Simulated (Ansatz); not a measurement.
Runs of Ansatz 0.2.0 on Te. The structure is trigonal, space group P3_121 (No. 152). Conventional cell: a = 4.454 Å, b = 4.454 Å, c = 5.924 Å, α = 90.00°, β = 90.00°, γ = 120.00°. Te (site symmetry 2) has 2 Te at 2.86 Å as nearest neighbours. 

```tsv
task	level	cell	k mesh	cutoff (eV)	points for each segment of the path	screening (1/Å)	share of exact exchange	gap on the mesh (eV)	pressure (GPa)	V0 of scaled cells (Å³/atom)	relaxed volume (Å³/atom)	B0 (GPa)	largest force (eV/Å)
relaxation of cell and atoms	HSE06	relaxed	4 × 4 × 3	420	-	-	-	1.61	-	-	37.22	-	-
band structure	PBEsol0	as given	4 × 4 × 3	420	4	-	-	-	-	-	-	-	0.42
relaxation of cell and atoms	RPBE+D4	relaxed	7 × 7 × 5	420	-	-	-	-	0.0	-	30.77	-	-
relaxation of cell and atoms	LDA	relaxed	7 × 7 × 5	420	-	-	-	(b)	0.0	-	31.38	-	-
relaxation of cell and atoms	BLYP	relaxed	7 × 7 × 5	420	-	-	-	1.12	0.0	-	46.77	-	-
single point	HSE06 form with a typed share of exact exchange	as given	4 × 4 × 3	420	-	0.6	0.25	0.94	-	-	-	-	0.05
band structure	LDA	as given	7 × 7 × 5	420	14	-	-	-	-2.0	-	-	-	0.06
relaxation of cell and atoms	BLYP+D4	relaxed	7 × 7 × 5	420	-	-	-	0.53	0.0	-	(d)	-	-
single point	HSE06 form with a typed share of exact exchange	as given	4 × 4 × 3	420	-	0.15	0.25	(c)	-	-	-	-	0.35
relaxation of cell and atoms	PBEsol	relaxed	7 × 7 × 5	420	-	-	-	-	0.0	-	32.09	-	-
equation of state	PBEsol	as given	7 × 7 × 5	420	-	-	-	-	-	33.28	-	52	-
equation of state	r2SCAN	as given	7 × 7 × 5	500	-	-	-	-	-	(a)	-	48	-
```

Alike in all rows: potentials or basis Ansatz PAW; no spin polarisation; smearing fermi-dirac 0.05 eV.

Problem. Estimate the missing entries.

Solution. (a) 34.54; (b) 0.42; (c) 1.39; (d) 33.57.

Caveats: the PAW data sets come from PBE, with cores solved anew for the run's functional, which leaves a small shift of forces and pressure; odd divisions of the mesh miss points on the zone boundary, where band edges often lie, so the gap on the mesh can be too wide (some runs); the plane-wave basis is chosen anew once the cell has moved, so the energies of steps on either side of that aren't comparable (some runs); spin-orbit coupling is left out, which moves the levels of the heavy elements (some runs); the potentials were made for another functional, which shifts forces and pressure (some runs); the k mesh misses the band edges, so the gap on the mesh is wider than the one along the path (some runs); the cell was scaled at fixed shape and fractional positions, which overstates the stiffness of a crystal with free parameters, most of all of layers and chains (some runs).

A k mesh can miss the band edges, and the runs leave out spin-orbit coupling on Te.

Not every run made on this cell is shown here.
